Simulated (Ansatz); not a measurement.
The system is TiAl3.

```
CELL_PARAMETERS angstrom
-1.91111 1.91111 4.28067
1.91111 -1.91111 4.28067
1.91111 1.91111 -4.28067
ATOMIC_POSITIONS crystal
Ti 0.00000 0.00000 0.00000
Al 0.25000 0.75000 0.50000
Al 0.75000 0.25000 0.50000
Al 0.50000 0.50000 0.00000
```

The cell comes from a database or a generator and needn't be the stable form of this composition.

Program: Ansatz 0.2.0. Alike in all runs: task band structure; potentials or basis Ansatz PAW; no spin polarisation; cell as given; k mesh 6 × 6 × 6; cutoff (eV) 420; smearing fermi-dirac 0.05 eV; the mesh is coarse, so values aren't converged.

Q: Order these runs on this cell by their pressure, lowest first.
A. level PBEsol
B. level revPBE
C. level LDA

A: C (-3.5 GPa), A (-0.5 GPa), B (3.9 GPa).

Caveats: all runs use coarse meshes; the PAW data sets come from PBE, with cores solved anew for the run's functional, which leaves a small shift of forces and pressure.

Runs at the PBE level aren't shown here.
